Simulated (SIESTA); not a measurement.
Crystal: Ag.

```
Ag
1.0
     0.00000    2.04275    2.04275
     2.04275    0.00000    2.04275
     2.04275    2.04275    0.00000
Ag
1
Direct
  0.00000 0.00000 0.00000
```

* Program: SIESTA 5.4.2
* Task: single point
* Functional: PBE
* Potentials or basis: PseudoDojo 0.4 standard (PBE files)
* Basis: DZP (energy shift 0.003 Ry; two zetas on semicore shells)
* Grid cutoff: 800 Ry
* Energy shift: 0.003 Ry
* k mesh: 11 × 11 × 11
* Occupations: fermi-dirac, width 0.05 eV
* Spin: no spin polarisation

On this cell: pressure 4.8 GPa; band gap on the k mesh none (metal or under the smearing width).

The same run follows on a disturbed copy (cell strained at random at fixed volume):

```
CELL_PARAMETERS angstrom
-0.00622 2.03863 2.06720
2.01497 0.04695 2.01403
2.08560 2.05608 -0.02368
ATOMIC_POSITIONS crystal
Ag 0.00221 0.02855 0.98957
```

Question: What changes?

Answer: The energy (extrapolated to zero smearing) moves by +7.3 meV/atom; pressure 5.2 GPa; band gap on the k mesh none (metal or under the smearing width).

Stress tensor (GPa, compression positive):
```
 5.43 -2.04  1.77
-2.04  5.24 -0.95
 1.77 -0.95  5.06
```

Caveats: short orbitals over semicore shells can move pressures by several GPa; the basis of atomic orbitals isn't converged, which shifts pressures, moduli and gaps.
